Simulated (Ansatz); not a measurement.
**WSi2P4 monolayer in a perpendicular field**

Aim: how the WSi2P4 monolayer screens a field along its normal, and what the field does to its bands. A positive field points along +c.

Calculated with Ansatz 0.2.0; plane-wave DFT, PBE-D3(BJ), Ansatz PAW (set soft_1); PAW set soft_1.

## Step 1: The structure

The cell holds 7 atoms: 4 P, 2 Si and 1 W. Cell: a = 3.480 Å, b = 3.480 Å, c = 48.011 Å, α = 90.0°, β = 90.0°, γ = 120.0°. Vacuum lies along c.

Coordinates:

```cif
data_structure
_symmetry_space_group_name_H-M 'P 1'
_symmetry_Int_Tables_number 1
_cell_length_a 3.4800
_cell_length_b 3.4800
_cell_length_c 48.0111
_cell_angle_alpha 90.000
_cell_angle_beta 90.000
_cell_angle_gamma 120.000
_cell_volume 503.54
loop_
_atom_site_label
_atom_site_type_symbol
_atom_site_fract_x
_atom_site_fract_y
_atom_site_fract_z
_atom_site_occupancy
P1 P 0.00000 0.00000 0.41136 1
Si2 Si 0.33333 0.66667 0.42479 1
P3 P 0.33333 0.66667 0.46873 1
W4 W 0.00000 0.00000 0.50000 1
P5 P 0.33333 0.66667 0.53127 1
Si6 Si 0.33333 0.66667 0.57521 1
P7 P 0.00000 0.00000 0.58864 1
```

## Step 2: Relaxing the slab

The starting cell is a guess, so the in-plane lattice and the atoms are relaxed first, with the slab cut off from its images along the normal.

Contents of input.yaml:

```yaml
crystal:
  lattice:
    - [3.48, 0.0, 0.0]
    - [-1.74, 3.0137684052, 0.0]
    - [0.0, 0.0, 48.0110506883]
  atoms:
    - { symbol: P, position: [0.0, 0.0, 0.4113636281] }
    - { symbol: Si, position: [0.3333333333, 0.6666666667, 0.4247863241] }
    - { symbol: P, position: [0.3333333333, 0.6666666667, 0.4687345395] }
    - { symbol: W, position: [0.0, 0.0, 0.5] }
    - { symbol: P, position: [0.3333333333, 0.6666666667, 0.5312654605] }
    - { symbol: Si, position: [0.3333333333, 0.6666666667, 0.5752136759] }
    - { symbol: P, position: [0.0, 0.0, 0.5886363719] }
  periodic: [true, true, false]
kpoints:
  mp_grid: { grid: [12, 12, 1] }
hamiltonian:
  xc: pbe
  dispersion: d3bj
  pseudopotentials: { kind: paw, azcp: { folder: soft_1 } }
scf:
  occupations: { method: fermi_dirac, width: 0.05 }
  convergence: { dr2_threshold: 1.0e-09 }
relax:
  f_tol: 0.004
  max_steps: 90
  cell: {}
output:
  write_potential: true
  write_density: true
  volumetric_format: npy
```

Run with:

```console
$ ansatz run input.yaml --threads 2 --pin off --max-ram 3072MiB --backend cpu --events-out ev --progress --plain --runs-dir out
```

Numbers of over 12 decimals in the logs are rounded to 6 here.

The program printed:

```text
Warning: relax.cell: scf.convergence.dr2_threshold = 1e-9 eV is looser than the 2.04284727656e-10 eV advised for a relaxation that steers and ends on the stress (1e-10 eV for each atom of the cell: 7, times the square of relax.cell.stress_2d_tol = 0.05 N/m over 18.5 Å (the atoms' height at the walk's start and 5 Å past either face), 2.701e-2 GPa, over a crystal's default 0.05). What an SCF threshold leaves in a stress goes as its square root, and in the free energy as the threshold itself, and one threshold admits the most on a small cell: [figures from the program's tests cut] Set scf.convergence.dr2_threshold to 2.04284727656e-10 eV or tighter. [rest of the remark cut]
Engine: ansatz 0.2.0, aarch64-unknown-linux-gnu
Pseudopotentials: kind: paw
Pseudopotential: P, paw, valence charge 5, recommended cutoff 420 eV (normal), soft_1/P.paw.azcp
Pseudopotential: Si, paw, valence charge 4, recommended cutoff 420 eV (normal), soft_1/Si.paw.azcp
Pseudopotential: W, paw, valence charge 14, recommended cutoff 420 eV (normal), soft_1/W.paw.azcp
Functional definition: PBE
  parameter kappa = 0.804
  parameter beta = 0.066725
  exchange = pbe_x(kappa = kappa, mu = beta*pi^2/3)
  correlation = pbe_c(beta = beta)
Crystal: 7 atoms, lattice volume = 503.536 Å³
Basis set: ecut = 420 eV, 9839 PW (Γ), exchange–correlation on 48×48×648 points (8 copies of the dense FFT grid, shifted against one another)
Bands: 28, of which v1, the nominal top of the filled ones, is band 21 counted from 1 (20 counted from 0)
Symmetry: 12 space group operations
Space group: P-6m2 (ITA 187), of the structure as read, at distance tolerance 8.0e-5 Å
k-points: 19 of 144 (time reversal used)
Non-local potential: P, projectors of the file, l = 0: 2, l = 1: 2, l = 2: 1
Non-local potential: Si, projectors of the file, l = 0: 2, l = 1: 2, l = 2: 1
Non-local potential: W, projectors of the file, l = 0: 3, l = 1: 2, l = 2: 2, l = 3: 1
PAW form: soft (Blöchl's): semilocal exchange-correlation on the pseudo side does not see the compensation charge
PAW one-centre angular grid: P, 110 points (default); XC on 64 Gauss nodes
PAW one-centre angular grid: Si, 110 points (default); XC on 64 Gauss nodes
PAW one-centre angular grid: W, 590 points (default); XC on 64 Gauss nodes
Initial density: superposition of atomic densities (neutral atoms: chi_scale 0, normalization atom)
Initial wavefunctions: pseudopotential atomic-orbital guess
Functional: x = pbe(κ = 0.804, μ = 0.219515), c = pbe(β = 0.066725)
SCF iter   1: F=—  HF=-14684.068154 eV  |F-HF|=—  |Δ(HF+E_count)|=         —  Δρ=2.74e-2  dr2=4.61e0  ethr=3.10e-3  ⟨swp⟩=19.6  Hψ=5517  notcnv=0
preconditioner: auto → Resta (q_TF=auto, 1.803 Å⁻¹)  ε∞=2.3  [insulator: Δε(μ)=0.559 eV  Ē_g=8.560 eV  σ=0.050 eV  W_gap=0.99  n_scr=26 (ndim 8)  ℏωp=9.6 eV  f_vac=0.728  D(μ)=0.01/eV (n_scr^D=0)  ε∞_Penn≈2.3  vacuum switching on, ρ_ref=5.3e-3 e/Å³]
SCF iter   2: F=—  HF=-14682.995763 eV  |F-HF|=—  |Δ(HF+E_count)|=    1.07e0  Δρ=1.30e-2  dr2=1.03e0  ethr=3.10e-3  ⟨swp⟩=5.1  Hψ=1441  notcnv=0  defer=29
preconditioner: auto → LDOS  [metal: Δε(μ)=0.014 eV  Ē_g=8.343 eV  σ=0.050 eV  W_gap=0.07  n_scr=26 (ndim 8)  ℏωp=9.6 eV  f_vac=0.729  D(μ)=1.79/eV (n_scr^D=12)  β→1.0]
SCF iter   3: F=—  HF=-14682.806819 eV  |F-HF|=—  |Δ(HF+E_count)|=   1.89e-1  Δρ=3.07e-3  dr2=1.19e-1  ethr=2.45e-3  ⟨swp⟩=3.9  Hψ=1121  notcnv=0  defer=31
SCF iter   4: F=—  HF=-14682.810713 eV  |F-HF|=—  |Δ(HF+E_count)|=   3.89e-3  Δρ=1.45e-3  dr2=5.33e-2  ethr=2.84e-4  ⟨swp⟩=5.6  Hψ=1559  notcnv=0  defer=31
SCF iter   5: F=—  HF=-14682.800097 eV  |F-HF|=—  |Δ(HF+E_count)|=   1.06e-2  Δρ=3.98e-4  dr2=1.51e-3  ethr=1.27e-4  ⟨swp⟩=3.0  Hψ=970  notcnv=0  defer=30
SCF iter   6: F=—  HF=-14682.800701 eV  |F-HF|=—  |Δ(HF+E_count)|=   6.05e-4  Δρ=2.31e-4  dr2=6.45e-4  ethr=3.61e-6  ⟨swp⟩=3.9  Hψ=1332  notcnv=0  defer=30
SCF iter   7: F=—  HF=-14682.800743 eV  |F-HF|=—  |Δ(HF+E_count)|=   4.17e-5  Δρ=6.17e-5  dr2=3.43e-5  ethr=1.54e-6  ⟨swp⟩=2.6  Hψ=834  notcnv=0  defer=30
SCF iter   8: F=—  HF=-14682.800773 eV  |F-HF|=—  |Δ(HF+E_count)|=   3.00e-5  Δρ=2.07e-5  dr2=5.65e-6  ethr=8.16e-8  ⟨swp⟩=3.1  Hψ=1113  notcnv=0  defer=30
SCF iter   9: F=—  HF=-14682.800780 eV  |F-HF|=—  |Δ(HF+E_count)|=   6.44e-6  Δρ=3.95e-6  dr2=9.74e-8  ethr=1.35e-8  ⟨swp⟩=3.0  Hψ=1114  notcnv=0  defer=30
SCF iter  10: F=—  HF=-14682.800893 eV  |F-HF|=—  |Δ(HF+E_count)|=   1.14e-4  Δρ=1.06e-6  dr2=4.63e-9  ethr=2.32e-10  ⟨swp⟩=3.6  Hψ=1297  notcnv=0  defer=30
SCF iter  11: F=-14682.800893 eV  HF=-14682.800893 eV  |F-HF|=6.18e-11  |Δ(HF+E_count)|=   1.46e-8  Δρ=2.56e-7  dr2=5.37e-10  ethr=2.38e-12  ⟨swp⟩=14.3  Hψ=5033  notcnv=0
SCF 1 converged in 11 iterations: F = -14682.800893 eV  dr2 = 5.37e-10
  greatest PAW one-centre occupation: 0.999 electrons in one spin orbital (limit 2), on the W atom at site 3 (counted from 0), in its partial waves of l = 0
relax step   1: F+E_penalty+E_count = -14682.80089328 eV  Δ(F+E_penalty+E_count) = +0.000e0 eV  max|allowed force component| = 3.516e0 eV/Å  Δτ_max = 0.0000 Å  P = +5.606 N/m  Ω = 503.536 Å³  fix = [c, alpha, beta]  reactions: c +0.000 N/m  (11 SCF iters, accepted)
Crystal: 7 atoms, lattice volume = 500.182 Å³
Basis set: ecut = 420 eV, 9743 PW (Γ), exchange–correlation on 48×48×648 points (8 copies of the dense FFT grid, shifted against one another)
Initial density: handed on by an earlier stage of this run
Initial wavefunctions: those handed on with the density
iter 1 solved again at ethr=9.86e-4 eV; its pass at ethr=3.10e-3 eV (dr2=4.14e-1 eV) is discarded
SCF iter   1: F=—  HF=-14684.441185 eV  |F-HF|=—  |Δ(HF+E_count)|=         —  Δρ=6.54e-3  dr2=4.19e-1  ethr=9.86e-4  ⟨swp⟩=1.9  Hψ=5363  notcnv=0
preconditioner: auto → Resta (q_TF=auto, 1.805 Å⁻¹)  ε∞=2.4  [insulator: Δε(μ)=0.578 eV  Ē_g=8.318 eV  σ=0.050 eV  W_gap=0.99  n_scr=26 (ndim 8)  ℏωp=9.7 eV  f_vac=0.726  D(μ)=0.01/eV (n_scr^D=0)  ε∞_Penn≈2.4  vacuum switching on, ρ_ref=5.0e-3 e/Å³]
SCF iter   2: F=—  HF=-14684.369903 eV  |F-HF|=—  |Δ(HF+E_count)|=   7.13e-2  Δρ=3.42e-3  dr2=1.11e-1  ethr=9.86e-4  ⟨swp⟩=3.9  Hψ=1274  notcnv=0
SCF iter   3: F=—  HF=-14684.353954 eV  |F-HF|=—  |Δ(HF+E_count)|=   1.59e-2  Δρ=1.95e-3  dr2=2.78e-2  ethr=2.63e-4  ⟨swp⟩=4.3  Hψ=1197  notcnv=0  defer=20
SCF iter   4: F=—  HF=-14684.352131 eV  |F-HF|=—  |Δ(HF+E_count)|=   1.82e-3  Δρ=8.65e-4  dr2=1.91e-2  ethr=6.62e-5  ⟨swp⟩=3.8  Hψ=1181  notcnv=0  defer=27
SCF iter   5: F=—  HF=-14684.349795 eV  |F-HF|=—  |Δ(HF+E_count)|=   2.34e-3  Δρ=2.70e-4  dr2=4.36e-4  ethr=4.55e-5  ⟨swp⟩=2.6  Hψ=719  notcnv=0  defer=27
[...]
SCF iter   4: F=—  HF=-14684.624427 eV  |F-HF|=—  |Δ(HF+E_count)|=   2.43e-3  Δρ=8.38e-4  dr2=7.23e-3  ethr=9.66e-5  ⟨swp⟩=2.6  Hψ=838  notcnv=0  defer=32
SCF iter   5: F=—  HF=-14684.623806 eV  |F-HF|=—  |Δ(HF+E_count)|=   6.20e-4  Δρ=3.11e-4  dr2=5.38e-4  ethr=1.72e-5  ⟨swp⟩=3.2  Hψ=917  notcnv=0  defer=32
SCF iter   6: F=—  HF=-14684.623850 eV  |F-HF|=—  |Δ(HF+E_count)|=   4.40e-5  Δρ=1.99e-4  dr2=3.79e-4  ethr=1.28e-6  ⟨swp⟩=3.1  Hψ=1105  notcnv=0  defer=32
SCF iter   7: F=—  HF=-14684.623745 eV  |F-HF|=—  |Δ(HF+E_count)|=   1.05e-4  Δρ=6.74e-5  dr2=3.95e-5  ethr=9.03e-7  ⟨swp⟩=2.8  Hψ=920  notcnv=0  defer=32
SCF iter   8: F=—  HF=-14684.623769 eV  |F-HF|=—  |Δ(HF+E_count)|=   2.42e-5  Δρ=1.16e-5  dr2=1.08e-6  ethr=9.40e-8  ⟨swp⟩=3.2  Hψ=1104  notcnv=0  defer=32
SCF iter   9: F=—  HF=-14684.623883 eV  |F-HF|=—  |Δ(HF+E_count)|=   1.14e-4  Δρ=3.95e-6  dr2=1.35e-7  ethr=2.56e-9  ⟨swp⟩=3.8  Hψ=1368  notcnv=0  defer=32
SCF iter  10: F=—  HF=-14684.623883 eV  |F-HF|=—  |Δ(HF+E_count)|=   2.66e-8  Δρ=5.65e-7  dr2=2.23e-9  ethr=3.22e-10  ⟨swp⟩=3.3  Hψ=1044  notcnv=0  defer=32
SCF iter  11: F=-14684.623883 eV  HF=-14684.623883 eV  |F-HF|=6.18e-11  |Δ(HF+E_count)|=  5.46e-12  Δρ=8.81e-8  dr2=3.27e-11  ethr=2.38e-12  ⟨swp⟩=14.2  Hψ=4959  notcnv=0
SCF 3 converged in 11 iterations: F = -14684.623883 eV  dr2 = 3.27e-11
relax step   3: F+E_penalty+E_count = -14684.62388315 eV  Δ(F+E_penalty+E_count) = -2.738e-1 eV  max|allowed force component| = 5.193e-1 eV/Å  Δτ_max = 0.1947 Å  P = -0.663 N/m  Ω = 491.660 Å³  energy of the carried Pulay correction = +2.791e-4 eV  fix = [c, alpha, beta]  reactions: c -0.000 N/m  (11 SCF iters, accepted)
[...]
relax step   4: F+E_penalty+E_count = -14684.65863880 eV  Δ(F+E_penalty+E_count) = -3.476e-2 eV  max|allowed force component| = 1.294e-1 eV/Å  Δτ_max = 0.0765 Å  P = -0.392 N/m  Ω = 487.020 Å³  energy of the carried Pulay correction = +3.900e-4 eV  fix = [c, alpha, beta]  reactions: c -0.000 N/m  (10 SCF iters, accepted)
[...]
relax step   5: F+E_penalty+E_count = -14684.65988774 eV  Δ(F+E_penalty+E_count) = -1.249e-3 eV  max|allowed force component| = 1.524e-2 eV/Å  Δτ_max = 0.0070 Å  P = +0.013 N/m  Ω = 486.256 Å³  energy of the carried Pulay correction = +4.083e-4 eV  fix = [c, alpha, beta]  reactions: c +0.000 N/m  (8 SCF iters, accepted)
[...]
relax step   6: F+E_penalty+E_count = -14684.65990175 eV  Δ(F+E_penalty+E_count) = -1.401e-5 eV  max|allowed force component| = 3.016e-3 eV/Å  Δτ_max = 0.0012 Å  P = +0.008 N/m  Ω = 486.405 Å³  energy of the carried Pulay correction = +4.047e-4 eV  fix = [c, alpha, beta]  reactions: c +0.000 N/m  (7 SCF iters, accepted)
Initial wavefunctions: pseudopotential atomic-orbital guess (no wavefunctions were taken with the density)
iter 1 solved again at ethr=3.07e-7 eV; its pass at ethr=3.10e-3 eV (dr2=1.29e-4 eV) is discarded
SCF iter   1: F=—  HF=-14684.659582 eV  |F-HF|=—  |Δ(HF+E_count)|=         —  Δρ=1.58e-5  dr2=1.71e-7  ethr=3.07e-7  ⟨swp⟩=7.0  Hψ=8365  notcnv=0
preconditioner: auto → Resta (q_TF=auto, 1.814 Å⁻¹)  ε∞=2.4  [insulator: Δε(μ)=0.936 eV  Ē_g=8.215 eV  σ=0.050 eV  W_gap=1.00  n_scr=26 (ndim 8)  ℏωp=9.8 eV  f_vac=0.717  D(μ)=0.00/eV (n_scr^D=0)  ε∞_Penn≈2.4  vacuum switching on, ρ_ref=4.9e-3 e/Å³]
SCF iter   2: F=—  HF=-14684.659520 eV  |F-HF|=—  |Δ(HF+E_count)|=   6.18e-5  Δρ=7.99e-6  dr2=5.60e-8  ethr=4.07e-10  ⟨swp⟩=4.7  Hψ=1729  notcnv=0
SCF iter   3: F=—  HF=-14684.659520 eV  |F-HF|=—  |Δ(HF+E_count)|=   5.51e-8  Δρ=2.72e-6  dr2=6.14e-8  ethr=1.33e-10  ⟨swp⟩=3.1  Hψ=1108  notcnv=0
SCF iter   4: F=—  HF=-14684.659520 eV  |F-HF|=—  |Δ(HF+E_count)|=   1.63e-9  Δρ=7.52e-7  dr2=1.31e-8  ethr=1.33e-10  ⟨swp⟩=2.6  Hψ=729  notcnv=0
SCF iter   5: F=-14684.659520 eV  HF=-14684.659520 eV  |F-HF|=4.37e-11  |Δ(HF+E_count)|=   1.07e-9  Δρ=3.39e-7  dr2=3.14e-10  ethr=2.38e-12  ⟨swp⟩=17.9  Hψ=5543  notcnv=0
SCF 7 converged in 5 iterations: F = -14684.659520 eV  dr2 = 3.14e-10
relax step   7: F+E_penalty+E_count = -14684.65952039 eV  Δ(F+E_penalty+E_count) = +3.814e-4 eV  max|allowed force component| = 2.896e-3 eV/Å  Δτ_max = 0.0000 Å  P = +0.007 N/m  Ω = 486.405 Å³  fix = [c, alpha, beta]  reactions: c +0.000 N/m  stress off target by 6.97e-3 N/m on what of the cell is left free  SCF on the basis re-selected at this cell (its energy is not comparable with the rows above)  (5 SCF iters)
basis re-selected at this cell: Δ(F+E_penalty+E_count) = +3.814e-4 eV, ΔP = -0.001 N/m vs the last step (what re-selecting the basis moved, of the pressure what is left beyond the Pulay correction that the steps carried, after the strain that the cell walked since its last selection, with what the two solves' SCF thresholds leave and, on support functions, any second-order correction that the steps lacked; it is no m [...]
SCF converged after 5 iterations
Free energy (F): -14684.659520 eV
Harris-Foulkes:  -14684.659520 eV  (|F-HF|=4.37e-11)
Internal energy: -14684.659518 eV  (E = F + TS)
E sigma→0 (E₀):  -14684.659519 eV
Entropy (-TS):   -0.000003 eV (-0.000 meV/atom)
Fermi energy:    -4.777548 eV
--- Per-component energies (eV) ---
  E_band       = -778.220796
  E_kinetic    = 784.820928
  E_local      = -137591.009269  (includes V_loc(G=0)·N_el)
  E_nonlocal   = 149.734948
  E_hartree    = 68324.170593
  E_xc         = -674.600960
  E_vxc        = -574.079928  (∫ρ·V_xc dr)
  E_paw        = -11833.669170  (= ΣΔE_a)
  E_vpaw       = -196.029232  (= ΣTr[D̂ρ^β])
  E_aug_tail   = 0.000228  (compensation charges beyond the density's cutoff)
  E_ewald      = 66158.409408
  E_disp       = -2.516223  (pairwise vdW)
  E_smearing   = -0.000003  (= −TS)
  E_closure    = 0.000000  (closes the sum)
  Σ components = -14684.659520   (vs F -14684.659520, Δ=0.00e0)
--- Forces (eV/Å), atoms counted from 1 ---
  atom   1  P      0.00000000     0.00000000    -0.00115904
  atom   2  Si    -0.00000000    -0.00000000    -0.00178876
  atom   3  P      0.00000000     0.00000000     0.00289605
  atom   4  W     -0.00000000    -0.00000000    -0.00000000
  atom   5  P      0.00000000     0.00000000    -0.00289605
  atom   6  Si    -0.00000000    -0.00000000     0.00178876
  atom   7  P     -0.00000000     0.00000000     0.00115904
  max |Σ_I F_I| component: 3.38e-16 eV/Å
--- 2D stress c σ (N/m, compression-positive) ---
        0.006974      -0.000000      -0.000000
       -0.000000       0.006974      -0.000000
       -0.000000      -0.000000       0.000000
  P = ½ c Tr σ = 0.0070 N/m
--- Band table (eV; the first three rows and the last of 19) ---
  k-point 0: bands = [... 17 lower, -6.0780, -5.9964, -5.9964, -5.5851, -2.5087, -2.5087, -2.2436, -2.2436, ... 3 higher]
  k-point 1: bands = [... 17 lower, -6.2832, -6.2382, -6.1854, -5.5715, -2.7240, -2.5701, -2.2924, -2.1828, ... 3 higher]
  k-point 2: bands = [... 17 lower, -6.7241, -6.6019, -6.3910, -5.7399, -3.1285, -3.0429, -2.3069, -2.0302, ... 3 higher]
  k-point 18: bands = [... 17 lower, -8.1861, -7.0110, -6.2851, -5.2444, -4.3079, -3.7529, -3.5864, -2.8236, ... 3 higher]
  the weakly bound empty levels are not read free of the cell's end (no_gap_told)
--- Relaxed structure (6 steps of the walk, 6 accepted, 1 SCFs on fresh bases) ---
  F+E_penalty+E_count = -14684.65952039 eV   max|allowed force component| = 2.896e-3 eV/Å   (the final SCF, on the basis selected at the relaxed cell)
  cell:  # Å, volume = 486.4054 Å³
    - [3.420293, 0.0, 0]
    - [-1.710146, 2.962060, 0]
    - [0, 0, 48.0110506883]
  atoms:
    - { symbol: P, position: [1.3013262601077619e-17, -5.135725556199064e-17, 0.401807] }
    - { symbol: Si, position: [0.333333, 0.666667, 0.423496] }
    - { symbol: P, position: [0.333333, 0.666667, 0.470095] }
    - { symbol: W, position: [1.0573552618554944e-17, -5.135725556199064e-17, 0.5] }
    - { symbol: P, position: [0.333333, 0.666667, 0.529905] }
    - { symbol: Si, position: [0.333333, 0.666667, 0.576504] }
    - { symbol: P, position: [8.133842636032423e-18, -5.135725556199064e-17, 0.598193] }
```

It took 98 s on 2 threads of Arm Neoverse V2, shared host; peak memory 0.7 GiB; 3.2 min of CPU time.

Relaxation path:

```
step  energy less that of the first step (eV)  largest force component (eV/Å)  volume (Å³)
   1                                   0.0000                          3.5160       503.54
   2                                  -1.5492                          1.4361       500.18
   3                                  -1.8230                          0.5193       491.66
   4                                  -1.8577                          0.1294       487.02
   5                                  -1.8590                          0.0152       486.26
   6                                  -1.8590                          0.0030       486.41
  7*                                  -1.8586                          0.0029       486.41
```

Relaxation steps marked * repeat the geometry before them on a plane-wave basis chosen anew for their cell, so energy and pressure can jump there.

The run keeps the 12 symmetry operations that it works with, so distortions that break them were not tested.

```
cell as run  before  after  change
      a (Å)   3.480  3.420  -1.7 %
      b (Å)   3.480  3.420  -1.7 %
```

The atoms that moved most (Å, along periodic axes as changes of fractional coordinates times the final cell, across vacuum about the mean position):

```csv
atom,dx,dy,dz,length
P1,0.000,0.000,-0.459,0.459
P7,0.000,0.000,0.459,0.459
P3,0.000,0.000,0.065,0.065
P5,0.000,0.000,-0.065,0.065
Si6,0.000,0.000,0.062,0.062
Si2,0.000,0.000,-0.062,0.062
```

The relaxed structure:

```cif
data_structure
_symmetry_space_group_name_H-M 'P 1'
_symmetry_Int_Tables_number 1
_cell_length_a 3.4203
_cell_length_b 3.4203
_cell_length_c 48.0111
_cell_angle_alpha 90.000
_cell_angle_beta 90.000
_cell_angle_gamma 120.000
_cell_volume 486.41
loop_
_atom_site_label
_atom_site_type_symbol
_atom_site_fract_x
_atom_site_fract_y
_atom_site_fract_z
_atom_site_occupancy
P1 P 0.00000 0.00000 0.40181 1
Si2 Si 0.33333 0.66667 0.42350 1
P3 P 0.33333 0.66667 0.47010 1
W4 W 0.00000 0.00000 0.50000 1
P5 P 0.33333 0.66667 0.52990 1
Si6 Si 0.33333 0.66667 0.57650 1
P7 P 0.00000 0.00000 0.59819 1
```

The lattice constant a goes from 3.480 to 3.420 Å.

(Part 1 of 2 ends here.)

[Logs are printed without paths, hosts, clocks, repeated set-up lines and the standing remarks that a program may print on its own settings, such as how far it seeks lower states.]

[Hosts, paths, dates, database ids (printed as entryN), source tags and the programs' standing remarks are cut or masked in the printed files.]

[Maps of the electrostatic potential energy from Ansatz leave out the sawtooth potential of an applied field or a dipole correction, so their vacuum need not be flat; planar profiles and work functions include it.]
